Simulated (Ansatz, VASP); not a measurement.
# SnSe in VASP and in Ansatz

Contents of INCAR:

```
SYSTEM = SnSe
  PREC = Accurate
  ENCUT = 520
  EDIFF = 1E-6
  ISMEAR = -1
  SIGMA = 0.02
  LREAL = .False.
  LASPH = .True.
  NELM = 80
  ALGO = Normal
  ISIF = 2
  LWAVE = .False.
  LCHARG = .False.
  GGA = PE
  NBANDS = 17
```

KPOINTS

```
Automatic mesh
0
Gamma
  9 9 9
  0 0 0
```

Contents of POSCAR:

```
SnSe
1.0
    0.0000000000      3.0100000000      3.0100000000
    3.0100000000      0.0000000000      3.0100000000
    3.0100000000      3.0100000000      0.0000000000
Sn Se
1 1
Direct
    0.0132890365      0.0132890365     -0.0132890365
    0.5000000000      0.5000000000      0.5000000000
```

Input for Ansatz:

```yaml
crystal:
  lattice:
    - [0.0, 3.01, 3.01]
    - [3.01, 0.0, 3.01]
    - [3.01, 3.01, 0.0]
  atoms:
    - { symbol: Sn, position: [0.0132890365, 0.0132890365, -0.0132890365] }
    - { symbol: Se, position: [0.5, 0.5, 0.5] }
kpoints:
  mp_grid: { grid: [9, 9, 9] }
scf:
  occupations: { method: fermi_dirac, width: 0.02 }
hamiltonian:
  xc: pbe
  pseudopotentials: { kind: all_electron, lapw: { basis_error: 0.00025 } }
output:
  forces: true
  stress: true
  eigenvalues: true
```

Alike in both runs: task single point; functional PBE; k mesh 9 × 9 × 9; occupations fermi-dirac, width 0.02 eV; no spin polarisation.

|  | VASP | Ansatz |
| --- | --- | --- |
| version | VASP 6.6.1 | Ansatz 0.2.0 |
| potentials or method | VASP PAW PBE potentials, release 64 (Sn_d, Se) | all-electron LAPW, scalar-relativistic |
| plane-wave cutoff (eV) | 520 | see its input |

|  | VASP | Ansatz | Ansatz less VASP |
| --- | --- | --- | --- |
| pressure (GPa) | 1.1 | 1.1 | +0.01 |
| largest component of the traceless stress (GPa) | 0.12 | 0.12 | -0.003 |
| rms of the force components (eV/Å) | 0.008 | 0.006 | -0.0017 |

Atom by atom the forces differ by 0.002 eV/Å (rms over components). Ansatz ran all-electron here, so the differences hold the error of VASP's frozen core and of both bases.

Caveats: spin-orbit coupling is left out, which moves the levels of the heavy elements; an odd mesh through Γ misses points on the zone boundary, where band edges often lie.
